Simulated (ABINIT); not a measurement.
# Ge (Fd-3m) in ABINIT: settings compared, part 2 of 2

ABINIT 10.8.3 (patched build). Earlier steps stand in the parts before.

**4. Band structure, revPBE**

Input file run.abi:

```
# Datasets: ground state, then fixed potential
ndtset 2

# Pseudopotentials
pp_dirpath "./"
pseudos "Ge.upf"

# Structure
acell 3*1.0
rprim
     0.0000000000     5.3458651312     5.3458651312
     5.3458651312     0.0000000000     5.3458651312
     5.3458651312     5.3458651312     0.0000000000
ntypat 1
znucl 32
natom 2
typat 1 1
xred
     0.7500000000     0.7500000000     0.7500000000
     0.5000000000     0.5000000000     0.5000000000

# Plane-wave basis
ecut 1061.244064 eV

# Exchange and correlation
ixc 14

# Bands and occupations
occopt 3
tsmear 0.00183747

# SCF cycle
nstep 100

# Output
iomode 3
prtwf 0
prteig 0
prtebands 0
enunit 1
prtden1 1
prtvha1 1
prtvclmb1 1
prtpot1 1
prtelf1 1

# Dataset 1
kptopt1 1
ngkpt1 8 8 8
nshiftk1 1
shiftk1 0.0 0.0 0.0
nband1 18
tolvrs1 1.0e-10

# Dataset 2: bands along G-X-W-K-G-L-U-W-L-K
iscf2 -2
getden2 1
nband2 22
nbdbuf2 2
tolwfr2 1.0e-12
kptopt2 -9
ndivsm2 6
prteig2 1
kptbounds2
     0.0000000000     0.0000000000     0.0000000000
     0.5000000000     0.0000000000     0.5000000000
     0.5000000000     0.2500000000     0.7500000000
     0.3750000000     0.3750000000     0.7500000000
     0.0000000000     0.0000000000     0.0000000000
     0.5000000000     0.5000000000     0.5000000000
     0.6250000000     0.2500000000     0.6250000000
     0.5000000000     0.2500000000     0.7500000000
     0.5000000000     0.5000000000     0.5000000000
     0.3750000000     0.3750000000     0.7500000000
```

Potentials or basis: PseudoDojo NC SR PBE v0.4.1 standard.

The run is started by

```
$ abinit run.abi > log 2>&1
```

Run time: 3.5 min. Hardware: 1 thread of Arm Neoverse V1, shared host; peak memory 0.2 GiB.

It converged, with:

```
Free energy                                           : -4863.4799 eV
Pressure                                              : 5.5 GPa
Band gap on the k mesh                                : 0.16 eV, direct
Band gap along the path                               : 0.16 eV, direct
Valence electrons inside the program's atomic spheres : Ge 11.55 (radii [1.0584] Å)
```

Levels at the corners of the path, in eV from the valence-band top:
```tsv
point	band 12	band 13	band 14	band 15	band 16	band 17
Γ	0.00	0.00	0.00	0.16	2.55	2.55
X	-8.85	-3.08	-3.08	0.79	0.79	9.56
W	-8.75	-3.90	-3.90	4.36	4.36	4.74
K	-8.26	-4.33	-2.64	1.19	4.12	7.28
Γ	0.00	0.00	0.00	0.16	2.55	2.55
L	-7.57	-1.41	-1.41	0.25	3.74	3.74
U	-8.26	-4.33	-2.64	1.19	4.12	7.28
W	-8.75	-3.90	-3.90	4.36	4.36	4.74
L	-7.57	-1.41	-1.41	0.25	3.74	3.74
K	-8.26	-4.33	-2.64	1.19	4.12	7.28
```

Caveat: the potentials were made for another functional, which shifts forces and pressure.

**5. Band structure, LDA-PZ**

run.abi: that of step 4 with these lines changed.

```diff
@@ -5,10 +5,10 @@
 pp_dirpath "./"
-pseudos "Ge.upf"
+pseudos "Ge.LDA_PW-JTH.xml"
 
 # Structure
-acell 3*1.0
+acell 7.5601949712 7.5601949712 7.5601949712
 rprim
-     0.0000000000     5.3458651312     5.3458651312
-     5.3458651312     0.0000000000     5.3458651312
-     5.3458651312     5.3458651312     0.0000000000
+     0.0000000000     0.7071067812     0.7071067812
+     0.7071067812     0.0000000000     0.7071067812
+     0.7071067812     0.7071067812     0.0000000000
 ntypat 1
@@ -17,11 +17,12 @@
 typat 1 1
-xred
-     0.7500000000     0.7500000000     0.7500000000
-     0.5000000000     0.5000000000     0.5000000000
+xcart
+     8.0187976968     8.0187976968     8.0187976968
+     5.3458651312     5.3458651312     5.3458651312
 
 # Plane-wave basis
-ecut 1061.244064 eV
+ecut 20.0
+pawecutdg 40.0
 
 # Exchange and correlation
-ixc 14
+ixc 2
 
@@ -44,3 +45,2 @@
 prtpot1 1
-prtelf1 1
 
@@ -52,3 +52,3 @@
 nband1 18
-tolvrs1 1.0e-10
+tolvrs1 1.0e-9
```

Potentials or basis: JTH PAW LDA v2.0.

The run is started by

```
$ abinit run.abi > log 2>&1
```

Wall time 90 s (1 thread of Arm Neoverse V1, shared host); peak memory 0.13 GiB.

The run converged. Its results:

```yaml
Free_energy: -5214.7398 eV
Band_gap_on_the_k_mesh: none (metal or under the smearing width)
Valence_electrons_inside_the_program's_atomic_spheres: Ge 12.41, 12.40 (radii [1.2196] Å)
```

Levels at the corners of the path, in eV from the Fermi level:
| point | band 11 | band 12 | band 13 | band 14 | band 15 | band 16 | band 17 | band 18 |
| --- | --- | --- | --- | --- | --- | --- | --- | --- |
| Γ | -12.81 | -0.18 | 0.03 | 0.03 | 0.03 | 2.56 | 2.56 | 2.56 |
| X | -8.93 | -8.93 | -3.06 | -3.06 | 0.70 | 0.70 | 9.42 | 9.42 |
| W | -8.83 | -8.83 | -3.90 | -3.90 | 4.26 | 4.26 | 4.69 | 4.69 |
| K | -9.40 | -8.34 | -4.33 | -2.62 | 1.10 | 4.04 | 7.11 | 7.35 |
| Γ | -12.81 | -0.18 | 0.03 | 0.03 | 0.03 | 2.56 | 2.56 | 2.56 |
| L | -10.72 | -7.63 | -1.38 | -1.38 | 0.07 | 3.76 | 3.76 | 6.99 |
| U | -9.40 | -8.34 | -4.33 | -2.62 | 1.10 | 4.04 | 7.11 | 7.35 |
| W | -8.83 | -8.83 | -3.90 | -3.90 | 4.26 | 4.26 | 4.69 | 4.69 |
| L | -10.72 | -7.63 | -1.38 | -1.38 | 0.07 | 3.76 | 3.76 | 6.99 |
| K | -9.40 | -8.34 | -4.33 | -2.62 | 1.10 | 4.04 | 7.11 | 7.35 |

Caveat: the cutoff is too short for stress, so the log's stress isn't used; this crystal is a semiconductor, whose small gap the functional closes, so the metal is an error of the method.

**6. Band structure, AM05**

run.abi: that of step 5 with these lines changed.

```diff
@@ -5,10 +5,10 @@
 pp_dirpath "./"
-pseudos "Ge.LDA_PW-JTH.xml"
+pseudos "Ge.GGA_PBE-JTH.xml"
 
 # Structure
-acell 7.5601949712 7.5601949712 7.5601949712
+acell 3*1.0
 rprim
-     0.0000000000     0.7071067812     0.7071067812
-     0.7071067812     0.0000000000     0.7071067812
-     0.7071067812     0.7071067812     0.0000000000
+     0.0000000000     5.3458651312     5.3458651312
+     5.3458651312     0.0000000000     5.3458651312
+     5.3458651312     5.3458651312     0.0000000000
 ntypat 1
@@ -17,5 +17,5 @@
 typat 1 1
-xcart
-     8.0187976968     8.0187976968     8.0187976968
-     5.3458651312     5.3458651312     5.3458651312
+xred
+     0.7500000000     0.7500000000     0.7500000000
+     0.5000000000     0.5000000000     0.5000000000
 
@@ -26,3 +26,3 @@
 # Exchange and correlation
-ixc 2
+ixc -120135
 
@@ -30,3 +30,3 @@
 occopt 3
-tsmear 0.00183747
+tsmear 0.05 eV
 
@@ -40,7 +40,4 @@
 prtebands 0
-enunit 1
+enunit 2
 prtden1 1
-prtvha1 1
-prtvclmb1 1
-prtpot1 1
```

Potentials or basis: JTH PAW PBE v2.0.

The run is started by

```
$ abinit run.abi > log 2>&1
```

run.abo:

```text
.Version 10.8.3 of ABINIT
 DATASET    1 : space group Fd -3 m (#227); Bravais cF (face-center cubic)
================================================================================
 Values of the parameters that define the memory need for DATASET  1.
     intxc =       0    ionmov =       0      iscf =      17    lmnmax =      18
     lnmax =       6     mgfft =      32  mpssoang =       3    mqgrid =    3001
     natom =       2  nloc_mem =       2    nspden =       1   nspinor =       1
    nsppol =       1      nsym =      48    n1xccc =       1    ntypat =       1
    occopt =       3   xclevel =       2
       mpw =        1323          nfft =       32768          nkpt =          29
 PAW method is used; the additional fine FFT grid is defined by:
   mgfftf=        45    nfftf =     91125
================================================================================
================================================================================

 DATASET    2 : space group Fd -3 m (#227); Bravais cF (face-center cubic)
================================================================================
 Values of the parameters that define the memory need for DATASET  2.
     intxc =       0    ionmov =       0      iscf =      -2    lmnmax =      18
     lnmax =       6     mgfft =      32  mpssoang =       3    mqgrid =    3001
     natom =       2  nloc_mem =       2    nspden =       1   nspinor =       1
    nsppol =       1      nsym =      48    n1xccc =       1    ntypat =       1
    occopt =       3   xclevel =       2
       mpw =        1325          nfft =       32768          nkpt =         103
[... 1986 lines left out ...]
 -17.60637  -17.59180   -3.06921   -0.89997    2.72141    4.59858    8.37063   12.02778
  12.85373   12.92616   15.27063   16.58175   18.92656   20.63691
 kpt# 101, nband= 22, wtk=  1.00000, kpt=  0.4000  0.4000  0.7000 (reduced coord)
 -17.95990  -17.94317  -17.85712  -17.78324  -17.78008  -17.76863  -17.73894  -17.69839
 -17.60516  -17.58999   -2.86006   -1.05861    2.55427    4.45686    8.24741   11.97767
  13.01203   13.43435   15.08496   16.49685   19.73718   20.86658
 kpt# 102, nband= 22, wtk=  1.00000, kpt=  0.3875  0.3875  0.7250 (reduced coord)
 -17.96028  -17.94362  -17.85534  -17.78506  -17.77502  -17.76481  -17.74618  -17.69995
 -17.60429  -17.58902   -2.64905   -1.25283    2.49634    4.33504    8.13549   11.48231
  13.62136   13.89771   14.96569   16.52260   20.35344   21.17531
 kpt# 103, nband= 22, wtk=  1.00000, kpt=  0.3750  0.3750  0.7500 (reduced coord)
 -17.95974  -17.94368  -17.85479  -17.79527  -17.76948  -17.75552  -17.75073  -17.70063
 -17.60401  -17.58930   -2.48440   -1.42209    2.53522    4.23674    8.04600   10.96993
  14.08348   14.25531   15.08093   16.71262   20.44024   21.62777

== END DATASET(S) ==============================================================
================================================================================

 -outvars: echo values of variables after computation  --------
            acell      1.0000000000E+00  1.0000000000E+00  1.0000000000E+00 Bohr
           etotal1    -1.9111037276E+02
            fcart1     9.4441398530E-30  9.4441398530E-30 -1.5740233088E-29
                      -9.4441398530E-30 -9.4441398530E-30  1.5740233088E-29
            rprim      0.0000000000E+00  5.3458651312E+00  5.3458651312E+00
                       5.3458651312E+00  0.0000000000E+00  5.3458651312E+00
                       5.3458651312E+00  5.3458651312E+00  0.0000000000E+00
           strten1    -4.0772581666E-06 -4.0772581666E-06 -4.0772581666E-06
                       0.0000000000E+00  0.0000000000E+00  0.0000000000E+00
           xangst      4.2433649971E+00  4.2433649971E+00  4.2433649971E+00
                       2.8289099981E+00  2.8289099981E+00  2.8289099981E+00
             xred      7.5000000000E-01  7.5000000000E-01  7.5000000000E-01
                       5.0000000000E-01  5.0000000000E-01  5.0000000000E-01
 Calculation completed.
```

Wall time 95 s (1 thread of Arm Neoverse V1, shared host); peak memory 0.15 GiB.

Results:

```
Free energy                                           : -5200.3782 eV
Band gap on the k mesh                                : none (metal or under the smearing width)
Valence electrons inside the program's atomic spheres : Ge 12.39 (radii [1.2196] Å)
```

Levels at the corners of the path, in eV from the Fermi level:
```csv
point,band 12,band 13,band 14,band 15,band 16,band 17
Γ,-0.04,-0.04,-0.04,-0.03,2.50,2.50
X,-8.94,-3.13,-3.13,0.71,0.71,9.45
W,-8.84,-3.96,-3.96,4.27,4.27,4.69
K,-8.35,-4.39,-2.69,1.12,4.04,7.16
Γ,-0.04,-0.04,-0.04,-0.03,2.50,2.50
L,-7.66,-1.46,-1.46,0.13,3.71,3.71
U,-8.35,-4.39,-2.69,1.12,4.04,7.16
W,-8.84,-3.96,-3.96,4.27,4.27,4.69
L,-7.66,-1.46,-1.46,0.13,3.71,3.71
K,-8.35,-4.39,-2.69,1.12,4.04,7.16
```

Caveat: the cutoff is too short for stress, so the log's stress isn't used; the PAW data sets were made with another functional, which shifts forces and pressure a little; this crystal is a semiconductor, whose small gap the functional closes, so the metal is an error of the method.

**7. Overview**

```tsv
level	potentials or basis	cutoff (eV)	fine-grid cutoff	gap on the mesh (eV)	pressure (GPa)
rPW86PBE	PseudoDojo NC SR PBE v0.4.1 standard	1061	-	none	6.2
PBE	Ansatz NC PBE	1061	-	none	3.7
revPBE	PseudoDojo NC SR PBE v0.4.1 standard	1061	-	0.16	5.5
LDA-PZ	JTH PAW LDA v2.0	544	1088.46 eV	none	-
AM05	JTH PAW PBE v2.0	544	1088.46 eV	none	-
```

Alike in all rows: task band structure; no spin polarisation; cell as given; k mesh 8 × 8 × 8; smearing fermi-dirac 0.05 eV.

Caveats: this crystal is a semiconductor, whose small gap the functional closes, so the metal is an error of the method (some runs); the potentials were made for another functional, which shifts forces and pressure (some runs); the PAW data sets were made with another functional, which shifts forces and pressure a little (some runs).

Absolute energies hang on the potentials; compare differences alone.

**8. Comparison with measurements**

Step 2. Measured gap of Ge: 0.807 eV (direct; 300 K; “Electronic and optical properties of SixGe1-x-ySny alloys lattice-matched to Ge”, 2021, arxiv:2109.02782). This calculation gives 0.00 eV (-0.81 eV). 3 values of this kind are on record (0.666 to 0.807 eV); this one was drawn at random among those near their median. Spin-orbit coupling on Ge is left out. The value is that of rPW86PBE on a finite k mesh, which can miss the band edges, without temperature or zero-point motion.

Step 3. A measured gap of Ge is 0.744 eV (indirect; 0 K; “Temperature-dependent photoluminescence in Ge: experiment and theory”, 2020, arxiv:2003.00143); the calculated 0.00 eV misses it by -0.74 eV. 3 values of this kind are on record (0.666 to 0.807 eV); this one was drawn at random among those near their median. Spin-orbit coupling on Ge is left out. The value is that of PBE on a finite k mesh, which can miss the band edges, without temperature or zero-point motion. Semilocal functionals fall short of measured gaps as a rule.

Step 4. Against the measured gap of Ge, 0.666 eV (indirect; 293 K; “Electronic and optical properties of SixGe1-x-ySny alloys lattice-matched to Ge”, 2021, arxiv:2109.02782), the calculated 0.16 eV is off by -0.51 eV. 3 values of this kind are on record (0.666 to 0.807 eV); this one was drawn at random among those near their median. Spin-orbit coupling on Ge is left out. The value is that of revPBE, without temperature or zero-point motion. Semilocal functionals fall short of measured gaps as a rule.

Step 5. A measured gap of Ge is 0.666 eV (indirect; 293 K; “Electronic and optical properties of SixGe1-x-ySny alloys lattice-matched to Ge”, 2021, arxiv:2109.02782); the calculated 0.00 eV misses it by -0.67 eV. 3 values of this kind are on record (0.666 to 0.807 eV); this one was drawn at random among those near their median. Spin-orbit coupling on Ge is left out. The value is that of LDA-PZ on a finite k mesh, which can miss the band edges, without temperature or zero-point motion. Semilocal functionals fall short of measured gaps as a rule.

Step 6. Against the measured gap of Ge, 0.807 eV (direct; 300 K; “Electronic and optical properties of SixGe1-x-ySny alloys lattice-matched to Ge”, 2021, arxiv:2109.02782), the calculated 0.00 eV is off by -0.81 eV. 3 values of this kind are on record (0.666 to 0.807 eV); this one was drawn at random among those near their median. Spin-orbit coupling on Ge is left out. The value is that of AM05 on a finite k mesh, which can miss the band edges, without temperature or zero-point motion. Semilocal functionals fall short of measured gaps as a rule.
